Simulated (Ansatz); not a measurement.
Start from BeO in the wurtzite structure (space group P6_3mc, No. 186).

```xyz
4
Lattice="2.6905 0.0000 0.0000 -1.3452 2.3300 0.0000 0.0000 0.0000 4.3699" Properties=species:S:1:pos:R:3 pbc="T T T"
Be     1.3452     0.7767     0.0063
Be     0.0000     1.5534     2.1913
O      1.3452     0.7767     2.7257
O      0.0000     1.5534     0.5408
```

Cartesian axes are those of the cell as printed.

Method: Kohn–Sham DFT with the r2SCAN functional, run in Ansatz (an electronic-structure program) with PAW and 500 eV plane waves, no SOC.

Before the change:

```
Quantity               Value
-------------------  -------
Smallest direct gap  8.55 eV
Band gap             8.55 eV
```

One thing is altered: a free-standing slab of 3 layers (12 atoms, 4 a layer) is cut normal to the y axis, with 15 Å of vacuum and the in-plane cell held at bulk.

### Question
Estimate the effect on the excess energy per area of both faces.

### Answer
The excess energy per area of both faces (slab less bulk energy over the cell's area: twice a surface energy) is 3.06 J/m².

### Question
Estimate the effect on the smallest direct gap.

### Answer
The smallest direct gap drops by 2.20 eV to 6.35 eV.

### Question
What happens to the change of the spacing d23 from its bulk value of 1.553 Å?

### Answer
The change of the spacing d23 from its bulk value of 1.553 Å amounts to +8.5 %.

### Question
What happens to the band gap?

### Answer
The band gap falls by 2.22 eV (8.55 eV → 6.33 eV).

Slab and bulk use different k-meshes, which limits the precision of the excess energy. Whether these cells are dynamically stable was not tested.
